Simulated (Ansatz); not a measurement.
# Carbon, bcc under r²SCAN: from relaxation to bulk modulus, part 2 of 2

The plan for carbon in the bcc structure: relax it, solve it on a dense k-mesh, switch on spin-orbit coupling, then scale the cell to 7 volumes from 88 to 112 % of the relaxed one and try a fit of the equation of state. The k-meshes are 18×18×18 for the relaxation; 30×30×30 for the dense run; 18×18×18 for spin-orbit coupling; 21×21×21 for the volumes.

Ansatz 0.2.0; DFT, r2SCAN, plane waves (500 eV) with PAW, scalar-relativistic.

## (5) Equation of state: 88 %

The input, input.yaml:

```yaml
crystal:
  lattice:
    - [-1.1441893296, 1.1441893296, 1.1441893296]
    - [1.1441893296, -1.1441893296, 1.1441893296]
    - [1.1441893296, 1.1441893296, -1.1441893296]
  atoms:
    - { symbol: C, position: [0.0, 0.0, 0.0] }
hamiltonian:
  xc: r2scan
  pseudopotentials:
    kind: paw
    azcp:
      C: "pseudopotentials/C.paw.azcp"
basis:
  ecutwfc: 500
  fft_grid_basis: typed
kpoints:
  mp_grid: { grid: [21, 21, 21], shift: [0, 0, 0] }
magnetization:
  spin_polarized: false
scf:
  occupations: { method: fermi_dirac, width: 0.1 }
  lower_state_search: "off"
output:
  stress: true
  write_density: true
  write_potential: true
  elf: true
  volumetric_format: npy
```

Run with:

```bash
$ ansatz run input.yaml --threads 1 --pin off --max-ram 3584MiB --backend cpu --events-out ev --progress --plain --runs-dir out
```

Log:

```text
Engine: ansatz 0.2.0, x86_64-unknown-linux-gnu
Pseudopotentials: kind: paw
Pseudopotential: C, paw, valence charge 4, recommended cutoff 500 eV (meta_gga), <dir>
Functional definition: r2SCAN
  parameter k0 = 0.174
  parameter k1 = 0.065
  parameter a1 = 4.9479
  exchange = r2scan_x(k0 = k0, k1 = k1, a1 = a1)
  correlation = r2scan_c
Crystal: 1 atoms, lattice volume = 5.992 Å³
Basis set: ecut = 500 eV, 141 PW (Γ), exchange–correlation on 60×60×60 points (64 copies of the dense FFT grid, shifted against one another)
Bands: 6, of which v1, the nominal top of the filled ones, is band 2 counted from 1 (1 counted from 0)
Symmetry: 48 space group operations
Space group: Im-3m (ITA 229), of the structure as read, at distance tolerance 1.8e-5 Å
k-points: 286 of 9261
Non-local potential: C, projectors of the file, l = 0: 2, l = 1: 2, l = 2: 1
PAW form: soft (Blöchl's): semilocal exchange-correlation on the pseudo side does not see the compensation charge
PAW frozen core: C, regenerated for the run's functional (the file was generated under x = pbe(κ = 0.804, μ = 0.2195149727645171), c = pbe(β = 0.06672455060314922))
PAW one-centre angular grid: C, 302 points (default); XC on 239 of its mesh's 2573 points in the sphere
Initial density: superposition of atomic densities (neutral atoms: chi_scale 0, normalization atom), corrected by the library's trained network
Initial wavefunctions: pseudopotential atomic-orbital guess
Functional: x = r2scan, c = r2scan; τ floored in thin density (d = 2e-4 eV/Å³)
SCF iter   1: F=-246.983346 eV  HF=-246.954618 eV  |F-HF|=2.87e-2  |Δ(HF+E_count)|=         —  Δρ=1.06e-2  dr2=2.70e-3  dr2_τ=1.60e-2  ethr=1.77e-3  ⟨swp⟩=4.9  Hψ=13848  notcnv=0
preconditioner: auto → none  [metal: Δε(μ)=0.037 eV  Ē_g=24.548 eV  σ=0.100 eV  W_gap=0.09  n_scr=0 (ndim 8)  ℏωp=30.3 eV  f_vac=0.000  D(μ)=0.28/eV (n_scr^D=0)]
SCF iter   2: F=-246.985977 eV  HF=-246.985660 eV  |F-HF|=3.17e-4  |Δ(HF+E_count)|=   3.10e-2  Δρ=4.68e-3  dr2=3.35e-4  dr2_τ=3.45e-5  ethr=6.76e-5  ⟨swp⟩=2.0  Hψ=5666  notcnv=0  defer=54
SCF iter   3: F=-246.986037 eV  HF=-246.986014 eV  |F-HF|=2.32e-5  |Δ(HF+E_count)|=   3.54e-4  Δρ=1.02e-3  dr2=1.35e-5  dr2_τ=3.63e-6  ethr=8.38e-6  ⟨swp⟩=2.3  Hψ=2183  notcnv=0  defer=54
SCF iter   4: F=-246.986039 eV  HF=-246.986039 eV  |F-HF|=4.03e-7  |Δ(HF+E_count)|=   2.47e-5  Δρ=9.80e-5  dr2=2.57e-7  dr2_τ=1.50e-8  ethr=3.37e-7  ⟨swp⟩=2.4  Hψ=2232  notcnv=0  defer=54
iter 5 did not close the SCF: its close was put off for the readings that it lacked (scf_convergence_deferred on its scf_iter line)
SCF iter   5: F=-246.986039 eV  HF=-246.986039 eV  |F-HF|=3.40e-8  |Δ(HF+E_count)|=   4.26e-7  Δρ=2.17e-5  dr2=1.44e-8  dr2_τ=1.43e-9  ethr=6.41e-9  ⟨swp⟩=2.1  Hψ=2238  notcnv=0  defer=54
SCF iter   6: F=-246.986039 eV  HF=-246.986039 eV  |F-HF|=9.58e-9  |Δ(HF+E_count)|=   2.92e-8  Δρ=1.12e-5  dr2=3.62e-9  dr2_τ=3.35e-10  ethr=3.61e-10  ⟨swp⟩=4.3  Hψ=6972  notcnv=0
SCF 1 converged in 6 iterations: F = -246.986039 eV  dr2 = 3.62e-9
SCF converged after 6 iterations
Free energy (F): -246.986039 eV
Harris-Foulkes:  -246.986039 eV  (|F-HF|=9.58e-9)
Internal energy: -246.976345 eV  (E = F + TS)
E sigma→0 (E₀):  -246.981192 eV
Entropy (-TS):   -0.009694 eV (-9.694 meV/atom)
Fermi energy:    13.485274 eV
--- Per-component energies (eV) ---
  E_band       = 20.613255
  E_kinetic    = 82.213179
  E_local      = -32.620746  (includes V_loc(G=0)·N_el)
  E_nonlocal   = 27.981255
  E_hartree    = 4.004638
  E_xc         = -46.181942
  E_vxc        = -64.201850  (∫ρ·V_xc dr)
  E_paw        = -99.148656  (= ΣΔE_a)
  E_vpaw       = -4.397599  (= ΣTr[D̂ρ^β])
  E_aug_tail   = 0.000001  (compensation charges beyond the density's cutoff)
  E_vtau       = 3.629992  (kinetic-family band-sum trace: ∫τ·v_τ [+ j·A + Jᵃ·Aᵃ] dr)
  E_ewald      = -183.199301
  E_core_change = -0.024774  (= ΣΔE_core)
  E_smearing   = -0.009694  (= −TS)
  E_closure    = 0.000000  (closes the sum)
  Σ components = -246.986039   (vs F -246.986039, Δ=0.00e0)
--- Stress (GPa, compression-positive) ---
       29.636540      -0.000000      -0.000000
        0.000000      29.636540       0.000000
       -0.000000       0.000000      29.636540
  P = ⅓ Tr σ = 29.6365 GPa (296.365 kbar)
--- Band table (eV; the first three rows and the last of 286) ---
  k-point 0: bands = ["-8.8878", "24.4247", "24.4247", "24.4247", "49.8023", "49.8023"]
  k-point 1: bands = ["-8.7726", "24.1245", "24.2431", "24.3890", "48.9672", "49.0304"]
  k-point 2: bands = ["-8.4273", "23.2304", "23.7389", "24.2838", "46.7637", "47.2440"]
  k-point 285: bands = ["11.0719", "11.6159", "11.6159", "15.5160", "26.3968", "26.7206"]
```

Wall time 3.4 s (1 thread of Intel Xeon Platinum 8259CL at 2.50GHz (Skylake/Cascade Lake), shared host); peak memory 0.47 GiB.

Axes a, b and c in the maps are those of this run's conventional cell (a, b, c = 2.288, 2.288, 2.288 Å).

Density in a lattice plane of the grid's cell (edges 2.29 and 2.29 Å, at 0.000 of the third edge), which holds C.

Values in e/Å³, 12 rows by 12 columns:
```
1.50 1.54 1.42 1.03 0.63 0.39 0.32 0.39 0.63 1.03 1.43 1.54
1.48 1.42 1.21 0.86 0.55 0.38 0.32 0.38 0.55 0.86 1.21 1.43
1.09 1.03 0.86 0.64 0.46 0.35 0.32 0.35 0.46 0.64 0.86 1.03
0.66 0.63 0.55 0.46 0.39 0.34 0.32 0.34 0.39 0.46 0.55 0.63
0.40 0.39 0.38 0.35 0.34 0.33 0.32 0.33 0.34 0.35 0.38 0.39
0.32 0.32 0.32 0.32 0.32 0.32 0.32 0.32 0.32 0.32 0.32 0.32
0.40 0.39 0.38 0.35 0.34 0.33 0.32 0.33 0.34 0.35 0.38 0.39
0.66 0.63 0.55 0.46 0.39 0.34 0.32 0.34 0.39 0.46 0.55 0.63
1.09 1.03 0.86 0.64 0.46 0.35 0.32 0.35 0.46 0.64 0.86 1.03
1.48 1.43 1.21 0.86 0.55 0.38 0.32 0.38 0.55 0.86 1.21 1.42
1.50 1.54 1.43 1.03 0.63 0.39 0.32 0.39 0.63 1.03 1.42 1.54
1.37 1.50 1.48 1.09 0.66 0.40 0.32 0.40 0.66 1.09 1.48 1.50
```
Columns run along the first of these edges and rows up along the second, over one cell in 12 and 12 even steps from the bottom left corner. Atoms in the plane (fractional): C at (0.00, 0.00).

ELF in the same plane.

Ten even steps from '0' (0.04) to '9' (0.74):
```
123589987532123578998532
345789987532122578998754
677899986422122468999877
889999975422122457999998
999998864321112346889999
888877643221112234677888
666655432211111223455666
443333222111111122233334
222222211111111111222222
111111111111111111111111
222222211111111111222222
443333222111111122233334
666655432211111223455666
888877643221112234677888
999998864321112346889999
889999975422122457999998
677899986422122468999877
345789987522123578998754
123589987532123578998532
012478987532123578987421
```
Columns run along the first of these edges and rows up along the second, over one cell in 24 and 20 even steps from the bottom left corner. Atoms in the plane (fractional): C at (0.00, 0.00).

Both are smooth fields of the valence electrons: close to the nuclei they are not physical.

Outside the cores ELF peaks at 0.77 on the C–C line, 0.7 Å from C; 0.77 in the shell around C, 0.6 Å from C.

## (6) Equation of state: 92 %

Edit input.yaml of step 5 so:

```diff
@@ -2,5 +2,5 @@
   lattice:
-    - [-1.1441893296, 1.1441893296, 1.1441893296]
-    - [1.1441893296, -1.1441893296, 1.1441893296]
-    - [1.1441893296, 1.1441893296, -1.1441893296]
+    - [-1.1612693004, 1.1612693004, 1.1612693004]
+    - [1.1612693004, -1.1612693004, 1.1612693004]
+    - [1.1612693004, 1.1612693004, -1.1612693004]
   atoms:
@@ -25,5 +25 @@
   stress: true
-  write_density: true
-  write_potential: true
-  elf: true
-  volumetric_format: npy
```

Run with:

```bash
$ ansatz run input.yaml --threads 1 --pin off --max-ram 3584MiB --backend cpu --events-out ev --progress --plain --runs-dir out
```

Log, shortened:

```text
[...]
[... 3 set-up lines as earlier in the session ...]
[...]
Crystal: 1 atoms, lattice volume = 6.264 Å³
Basis set: ecut = 500 eV, 141 PW (Γ), exchange–correlation on 60×60×60 points (64 copies of the dense FFT grid, shifted against one another)
Bands: 6, of which v1, the nominal top of the filled ones, is band 2 counted from 1 (1 counted from 0)
[... 2 set-up lines as earlier in the session ...]
k-points: 286 of 9261
[...]
SCF iter   1: F=-247.023042 eV  HF=-246.996063 eV  |F-HF|=2.70e-2  |Δ(HF+E_count)|=         —  Δρ=1.03e-2  dr2=2.72e-3  dr2_τ=1.16e-2  ethr=1.77e-3  ⟨swp⟩=4.9  Hψ=13847  notcnv=0
[...]
SCF iter   6: F=-247.025731 eV  HF=-247.025731 eV  |F-HF|=1.65e-8  |Δ(HF+E_count)|=   4.69e-8  Δρ=1.45e-5  dr2=6.76e-9  dr2_τ=5.64e-10  ethr=6.15e-10  ⟨swp⟩=1.0  Hψ=4773  notcnv=0
[...]
SCF converged after 6 iterations
Free energy (F): -247.025731 eV
[...]
E sigma→0 (E₀):  -247.020709 eV
Entropy (-TS):   -0.010043 eV (-10.043 meV/atom)
Fermi energy:    12.684199 eV
[...]
--- Stress (GPa, compression-positive) ---
       17.473168      -0.000000      -0.000000
       -0.000000      17.473168       0.000000
       -0.000000      -0.000000      17.473168
  P = ⅓ Tr σ = 17.4732 GPa (174.732 kbar)
```

Wall time 3.2 s (1 thread of Intel Xeon Platinum 8259CL at 2.50GHz (Skylake/Cascade Lake), shared host); peak memory 0.47 GiB.

## (7) Equation of state: 96 %

Edit input.yaml of step 6 so:

```diff
@@ -2,5 +2,5 @@
   lattice:
-    - [-1.1612693004, 1.1612693004, 1.1612693004]
-    - [1.1612693004, -1.1612693004, 1.1612693004]
-    - [1.1612693004, 1.1612693004, -1.1612693004]
+    - [-1.1778611034, 1.1778611034, 1.1778611034]
+    - [1.1778611034, -1.1778611034, 1.1778611034]
+    - [1.1778611034, 1.1778611034, -1.1778611034]
   atoms:
@@ -25 +25,5 @@
   stress: true
+  write_density: true
+  write_potential: true
+  elf: true
+  volumetric_format: npy
```

Run with:

```bash
$ ansatz run input.yaml --threads 1 --pin off --max-ram 3584MiB --backend cpu --events-out ev --progress --plain --runs-dir out
```

Log, shortened:

```text
[...]
[... 3 set-up lines as earlier in the session ...]
[...]
Crystal: 1 atoms, lattice volume = 6.536 Å³
Basis set: ecut = 500 eV, 177 PW (Γ), exchange–correlation on 60×60×60 points (64 copies of the dense FFT grid, shifted against one another)
Bands: 6, of which v1, the nominal top of the filled ones, is band 2 counted from 1 (1 counted from 0)
[... 2 set-up lines as earlier in the session ...]
k-points: 286 of 9261
[...]
SCF iter   1: F=-247.044123 eV  HF=-247.019003 eV  |F-HF|=2.51e-2  |Δ(HF+E_count)|=         —  Δρ=9.99e-3  dr2=2.76e-3  dr2_τ=8.37e-3  ethr=1.77e-3  ⟨swp⟩=5.0  Hψ=13891  notcnv=0
[...]
SCF iter   6: F=-247.046715 eV  HF=-247.046715 eV  |F-HF|=2.17e-8  |Δ(HF+E_count)|=   6.18e-8  Δρ=1.64e-5  dr2=9.45e-9  dr2_τ=7.47e-10  ethr=8.56e-10  ⟨swp⟩=4.6  Hψ=7219  notcnv=0
[...]
SCF converged after 6 iterations
Free energy (F): -247.046715 eV
[...]
E sigma→0 (E₀):  -247.041381 eV
Entropy (-TS):   -0.010667 eV (-10.667 meV/atom)
Fermi energy:    11.944519 eV
[...]
--- Stress (GPa, compression-positive) ---
        7.567570      -0.000000       0.000000
        0.000000       7.567570      -0.000000
        0.000000       0.000000       7.567570
  P = ⅓ Tr σ = 7.5676 GPa (75.676 kbar)
--- Band table (eV; the first three rows and the last of 286) ---
  k-point 0: bands = ["-9.1487", "21.9590", "21.9590", "21.9590", "46.7603", "46.7603"]
[...]
```

Run time: 5.8 s. Hardware: 1 thread of Intel Xeon Platinum 8259CL at 2.50GHz (Skylake/Cascade Lake), shared host; peak memory 0.47 GiB.

## (8) Equation of state: 100 %

Edit input.yaml of step 7 so:

```diff
@@ -2,5 +2,5 @@
   lattice:
-    - [-1.1778611034, 1.1778611034, 1.1778611034]
-    - [1.1778611034, -1.1778611034, 1.1778611034]
-    - [1.1778611034, 1.1778611034, -1.1778611034]
+    - [-1.1939981923, 1.1939981923, 1.1939981923]
+    - [1.1939981923, -1.1939981923, 1.1939981923]
+    - [1.1939981923, 1.1939981923, -1.1939981923]
   atoms:
@@ -25,5 +25 @@
   stress: true
-  write_density: true
-  write_potential: true
-  elf: true
-  volumetric_format: npy
```

Run with:

```bash
$ ansatz run input.yaml --threads 1 --pin off --max-ram 3584MiB --backend cpu --events-out ev --progress --plain --runs-dir out
```

Log, shortened:

```text
[...]
[... 3 set-up lines as earlier in the session ...]
[...]
Crystal: 1 atoms, lattice volume = 6.809 Å³
Basis set: ecut = 500 eV, 177 PW (Γ), exchange–correlation on 64×64×64 points (64 copies of the dense FFT grid, shifted against one another)
Bands: 6, of which v1, the nominal top of the filled ones, is band 2 counted from 1 (1 counted from 0)
[... 2 set-up lines as earlier in the session ...]
k-points: 286 of 9261
[...]
SCF iter   1: F=-247.050099 eV  HF=-247.026833 eV  |F-HF|=2.33e-2  |Δ(HF+E_count)|=         —  Δρ=9.71e-3  dr2=2.76e-3  dr2_τ=6.06e-3  ethr=1.77e-3  ⟨swp⟩=5.0  Hψ=13863  notcnv=0
[...]
SCF iter   6: F=-247.052536 eV  HF=-247.052536 eV  |F-HF|=2.14e-8  |Δ(HF+E_count)|=   6.79e-8  Δρ=1.60e-5  dr2=9.71e-9  dr2_τ=7.43e-10  ethr=9.65e-10  ⟨swp⟩=2.0  Hψ=5257  notcnv=0
[...]
SCF converged after 6 iterations
Free energy (F): -247.052536 eV
[...]
E sigma→0 (E₀):  -247.046814 eV
Entropy (-TS):   -0.011442 eV (-11.442 meV/atom)
Fermi energy:    11.254806 eV
[...]
--- Stress (GPa, compression-positive) ---
       -0.421111      -0.000000       0.000000
       -0.000000      -0.421111       0.000000
        0.000000      -0.000000      -0.421111
  P = ⅓ Tr σ = -0.4211 GPa (-4.211 kbar)
```

Wall time 4.1 s (1 thread of Intel Xeon Platinum 8259CL at 2.50GHz (Skylake/Cascade Lake), shared host); peak memory 0.46 GiB.

## (9) Equation of state: 104 %

Edit input.yaml of step 8 so:

```diff
@@ -2,5 +2,5 @@
   lattice:
-    - [-1.1939981923, 1.1939981923, 1.1939981923]
-    - [1.1939981923, -1.1939981923, 1.1939981923]
-    - [1.1939981923, 1.1939981923, -1.1939981923]
+    - [-1.2097104967, 1.2097104967, 1.2097104967]
+    - [1.2097104967, -1.2097104967, 1.2097104967]
+    - [1.2097104967, 1.2097104967, -1.2097104967]
   atoms:
```

Run with:

```bash
$ ansatz run input.yaml --threads 1 --pin off --max-ram 3584MiB --backend cpu --events-out ev --progress --plain --runs-dir out
```

Log, shortened:

```text
[...]
[... 3 set-up lines as earlier in the session ...]
[...]
Crystal: 1 atoms, lattice volume = 7.081 Å³
Basis set: ecut = 500 eV, 177 PW (Γ), exchange–correlation on 64×64×64 points (64 copies of the dense FFT grid, shifted against one another)
Bands: 6, of which v1, the nominal top of the filled ones, is band 2 counted from 1 (1 counted from 0)
[... 2 set-up lines as earlier in the session ...]
k-points: 286 of 9261
[...]
SCF iter   1: F=-247.043977 eV  HF=-247.022510 eV  |F-HF|=2.15e-2  |Δ(HF+E_count)|=         —  Δρ=9.39e-3  dr2=2.69e-3  dr2_τ=4.44e-3  ethr=1.77e-3  ⟨swp⟩=5.0  Hψ=13879  notcnv=0
[...]
SCF iter   6: F=-247.046193 eV  HF=-247.046193 eV  |F-HF|=1.78e-8  |Δ(HF+E_count)|=   6.89e-8  Δρ=1.43e-5  dr2=8.32e-9  dr2_τ=6.48e-10  ethr=9.41e-10  ⟨swp⟩=2.0  Hψ=5249  notcnv=0
[...]
SCF converged after 6 iterations
Free energy (F): -247.046193 eV
[...]
E sigma→0 (E₀):  -247.040038 eV
Entropy (-TS):   -0.012311 eV (-12.311 meV/atom)
Fermi energy:    10.607821 eV
[...]
--- Stress (GPa, compression-positive) ---
       -6.775522       0.000000      -0.000000
       -0.000000      -6.775522       0.000000
        0.000000      -0.000000      -6.775522
  P = ⅓ Tr σ = -6.7755 GPa (-67.755 kbar)
```

Wall time 3.8 s (1 thread of Intel Xeon Platinum 8259CL at 2.50GHz (Skylake/Cascade Lake), shared host); peak memory 0.47 GiB.

## (10) Equation of state: 108 %

Edit input.yaml of step 9 so:

```diff
@@ -2,5 +2,5 @@
   lattice:
-    - [-1.2097104967, 1.2097104967, 1.2097104967]
-    - [1.2097104967, -1.2097104967, 1.2097104967]
-    - [1.2097104967, 1.2097104967, -1.2097104967]
+    - [-1.2250249135, 1.2250249135, 1.2250249135]
+    - [1.2250249135, -1.2250249135, 1.2250249135]
+    - [1.2250249135, 1.2250249135, -1.2250249135]
   atoms:
@@ -25 +25,5 @@
   stress: true
+  write_density: true
+  write_potential: true
+  elf: true
+  volumetric_format: npy
```

Run with:

```bash
$ ansatz run input.yaml --threads 1 --pin off --max-ram 3584MiB --backend cpu --events-out ev --progress --plain --runs-dir out
```

Log, shortened:

```text
[...]
[... 3 set-up lines as earlier in the session ...]
[...]
Crystal: 1 atoms, lattice volume = 7.354 Å³
Basis set: ecut = 500 eV, 177 PW (Γ), exchange–correlation on 64×64×64 points (64 copies of the dense FFT grid, shifted against one another)
Bands: 6, of which v1, the nominal top of the filled ones, is band 2 counted from 1 (1 counted from 0)
[... 2 set-up lines as earlier in the session ...]
k-points: 286 of 9261
[...]
SCF iter   1: F=-247.028361 eV  HF=-247.008589 eV  |F-HF|=1.98e-2  |Δ(HF+E_count)|=         —  Δρ=9.00e-3  dr2=2.54e-3  dr2_τ=3.36e-3  ethr=1.77e-3  ⟨swp⟩=5.0  Hψ=13830  notcnv=0
[...]
SCF iter   6: F=-247.030274 eV  HF=-247.030274 eV  |F-HF|=1.42e-8  |Δ(HF+E_count)|=   5.88e-8  Δρ=1.24e-5  dr2=6.65e-9  dr2_τ=5.59e-10  ethr=7.82e-10  ⟨swp⟩=4.5  Hψ=7216  notcnv=0
[...]
SCF converged after 6 iterations
Free energy (F): -247.030274 eV
[...]
E sigma→0 (E₀):  -247.023741 eV
Entropy (-TS):   -0.013067 eV (-13.067 meV/atom)
Fermi energy:    9.999605 eV
[...]
--- Stress (GPa, compression-positive) ---
      -11.784247      -0.000000      -0.000000
       -0.000000     -11.784247      -0.000000
        0.000000      -0.000000     -11.784247
  P = ⅓ Tr σ = -11.7842 GPa (-117.842 kbar)
--- Band table (eV; the first three rows and the last of 286) ---
  k-point 0: bands = ["-9.4685", "18.8980", "18.8980", "18.8980", "42.9328", "42.9328"]
[...]
```

Run time: 3.8 s. Hardware: 1 thread of Intel Xeon Platinum 8259CL at 2.50GHz (Skylake/Cascade Lake), shared host; peak memory 0.48 GiB.

## (11) Equation of state: 112 %

Edit input.yaml of step 10 so:

```diff
@@ -2,5 +2,5 @@
   lattice:
-    - [-1.2250249135, 1.2250249135, 1.2250249135]
-    - [1.2250249135, -1.2250249135, 1.2250249135]
-    - [1.2250249135, 1.2250249135, -1.2250249135]
+    - [-1.2399657142, 1.2399657142, 1.2399657142]
+    - [1.2399657142, -1.2399657142, 1.2399657142]
+    - [1.2399657142, 1.2399657142, -1.2399657142]
   atoms:
@@ -25,5 +25 @@
   stress: true
-  write_density: true
-  write_potential: true
-  elf: true
-  volumetric_format: npy
```

Run with:

```bash
$ ansatz run input.yaml --threads 1 --pin off --max-ram 3584MiB --backend cpu --events-out ev --progress --plain --runs-dir out
```

Log, shortened:

```text
[...]
[... 3 set-up lines as earlier in the session ...]
[...]
Crystal: 1 atoms, lattice volume = 7.626 Å³
Basis set: ecut = 500 eV, 201 PW (Γ), exchange–correlation on 64×64×64 points (64 copies of the dense FFT grid, shifted against one another)
Bands: 6, of which v1, the nominal top of the filled ones, is band 2 counted from 1 (1 counted from 0)
[... 1 set-up line as earlier in the session ...]
Space group: Im-3m (ITA 229), of the structure as read, at distance tolerance 2.0e-5 Å
k-points: 286 of 9261
[...]
SCF iter   1: F=-247.004988 eV  HF=-246.986854 eV  |F-HF|=1.81e-2  |Δ(HF+E_count)|=         —  Δρ=8.63e-3  dr2=2.37e-3  dr2_τ=2.72e-3  ethr=1.77e-3  ⟨swp⟩=5.0  Hψ=13818  notcnv=0
[...]
SCF iter   6: F=-247.006606 eV  HF=-247.006606 eV  |F-HF|=1.07e-8  |Δ(HF+E_count)|=   4.90e-8  Δρ=1.05e-5  dr2=4.94e-9  dr2_τ=4.45e-10  ethr=6.22e-10  ⟨swp⟩=1.3  Hψ=4860  notcnv=0
[...]
SCF converged after 6 iterations
Free energy (F): -247.006606 eV
[...]
E sigma→0 (E₀):  -246.999736 eV
Entropy (-TS):   -0.013741 eV (-13.741 meV/atom)
Fermi energy:    9.430945 eV
[...]
--- Stress (GPa, compression-positive) ---
      -15.917366       0.000000       0.000000
        0.000000     -15.917366      -0.000000
       -0.000000      -0.000000     -15.917366
  P = ⅓ Tr σ = -15.9174 GPa (-159.174 kbar)
```

Wall time 2.9 s (1 thread of Intel Xeon Platinum 8259CL at 2.50GHz (Skylake/Cascade Lake), shared host); peak memory 0.47 GiB.

## (12) Fitting the volumes

All volumes keep the relaxed shape and fractional coordinates.

```csv
V (Å³/atom),E − E₀ (meV/atom),P from the stress (GPa),P from the fit (GPa)
5.992,65.6,29.64,29.81
6.264,26.1,17.47,17.27
6.536,5.4,7.57,7.31
6.809,0.0,-0.42,-0.64
7.081,6.8,-6.78,-6.98
7.354,23.1,-11.78,-12.04
7.626,47.1,-15.92,-16.09
```

A third-order Birch-Murnaghan fit gives V₀ = 6.785 Å³/atom, B₀ = 180 GPa and B₀′ = 4.6; it misses no point by more than 0.07 meV/atom.

The fit is made to E(σ → 0), while the stress belongs to the free energy F; that is one source of the offset between the two pressures.

## (13) Results

What follows sums up all 2 parts.

| quantity | value |
| --- | --- |
| space group (spins left aside) | Im-3m (No. 229) |
| conventional cell | a = 2.388 Å |
| volume | 6.809 Å³/atom |
| shortest distance | 2.068 Å |
| gap on the mesh | none (levels filled in part) |
| relative to graphite | +4622 meV/atom |
| V₀, B₀, B₀′ | 6.785 Å³/atom, 180 GPa, 4.6 |

What this shows: From the guessed start the volume grew by 2.9 % in 5 steps. It lies 4622 meV/atom above the element's reference form at the same level (graphite, from a run of its own), so it is far from stable. No gap shows: it is a metal or semimetal at this level. The total energy of the spin-orbit run (on a coarser mesh) lies +10 meV/atom from the scalar one; mesh and treatment of the core enter this figure, so it is no spin-orbit energy. The fitted modulus is 180 GPa. The symmetry was held, so the structure may be unstable against distortions that break it.
